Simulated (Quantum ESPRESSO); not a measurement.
Sb under changes of volume

One of the cells (26.213 Å³/atom); the others are scaled copies at fixed shape and fractional positions:

```
Sb
1.0
    -1.87134    1.87134    1.87134
     1.87134   -1.87134    1.87134
     1.87134    1.87134   -1.87134
Sb
1
Direct
  0.00000 0.00000 0.00000
```

This isn't the form of Sb at room conditions, which is rhombohedral.

```yaml
Program: Quantum ESPRESSO 7.5
Functional: LDA
Potentials_or_basis: GBRV 1.5 LDA
Cutoff: 612 eV
Density_cutoff: 4898 eV
k_mesh: 10 × 10 × 10
Occupations: fermi-dirac, width 0.05 eV
Spin: no spin polarisation
```

```tsv
volume (Å³/atom)	energy over the lowest point (meV/atom)	pressure (GPa)
24.640	12.38	3.3
25.165	3.50	1.6
25.689	0.00	0.0
26.213	1.28	-1.4
26.737	6.83	-2.6
27.262	16.35	-3.7
27.786	?	?
```

Problem. What does the run at 27.786 Å³/atom give?

Solution. Energy over the lowest point 29.38 meV/atom; pressure -4.7 GPa.

Worked out: A Birch-Murnaghan fit of order 3 (a polynomial in V^(-2/3)) to the other rows has its minimum at 25.80 Å³/atom with B0 = V·E''(V) = 70 GPa and B' = 4.2. It gives 29.32 meV/atom at 27.786 Å³/atom, against the run's 29.38, and -dE/dV = -4.5 GPa, against -4.7.

Energies are extrapolated to zero smearing.
